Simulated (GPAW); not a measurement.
Crystal: PtS2.

```
Pt S
1.0
     3.54320    0.00000    0.00000
    -1.77160    3.06850    0.00000
     0.00000    0.00000    5.03880
Pt S
1 2
Direct
  0.00000 0.00000 0.00000
  0.66667 0.33333 0.77300
  0.33333 0.66667 0.22700
```

| Item | Value |
| --- | --- |
| Program | GPAW 26.7.0 |
| Task | relaxation of cell and atoms |
| Functional | revPBE |
| Dispersion | D4 |
| Potentials or basis | the program's PAW data sets (release 1.2.1) made for this functional |
| Cutoff | 600 eV |
| Basis | pw |
| k mesh | 9 × 9 × 5 |
| Occupations | fermi-dirac, width 0.05 eV |
| Spin | no spin polarisation |

At the start: pressure 6.7 GPa; volume 18.26 Å³/atom.

Where does the relaxation end?

Over 15 steps the energy falls by 74.4 meV/atom and the volume is 16.55 Å³/atom (-9.3 %); space group P-3m1 (No. 164, to 0.05 Å).

Step by step:
| step | energy change (eV) | largest force (eV/Å) | pressure (GPa) | volume (Å³) |
| --- | --- | --- | --- | --- |
| 1 | 0.0000 | 1.4418 | 6.69 | 54.78 |
| 2 | -0.0685 | 0.9729 | 3.12 | 55.38 |
| 3 | -0.1180 | 0.2657 | -1.86 | 56.16 |
| 4 | -0.1231 | 0.1606 | -2.38 | 56.08 |
| 5 | -0.1384 | 0.0817 | -2.98 | 55.33 |
| 6 | -0.1509 | 0.1920 | -2.37 | 54.16 |
| 7 | -0.1598 | 0.1566 | -0.77 | 52.93 |
| 8 | -0.1648 | 0.0521 | 0.49 | 52.30 |
| 9 | -0.1714 | 0.0874 | 1.71 | 51.71 |
| 10 | -0.1836 | 0.2540 | 2.99 | 50.83 |
| 11 | -0.2031 | 0.3736 | 3.82 | 49.51 |
| 12 | -0.2157 | 0.2846 | 2.57 | 49.13 |
| 13 | -0.2222 | 0.1209 | 0.56 | 49.62 |
| 14 | -0.2232 | 0.0101 | 0.03 | 49.63 |
| 15 | -0.2232 | 0.0001 | -0.02 | 49.66 |

Final structure:
```yaml
crystal:
  lattice:
    - [3.57677, -0.00001, 0.00000]
    - [-1.78839, 3.09757, 0.00000]
    - [0.00000, 0.00000, 4.48270]
  atoms:
    - { symbol: Pt, position: [0.00000, 0.00000, 0.00000] }
    - { symbol: S, position: [0.66667, 0.33333, 0.73042] }
    - { symbol: S, position: [0.33333, 0.66667, 0.26958] }
```

Caveat: later steps reuse the first step's grids; pairwise dispersion overbinds metals, which lowers pressure and volume.
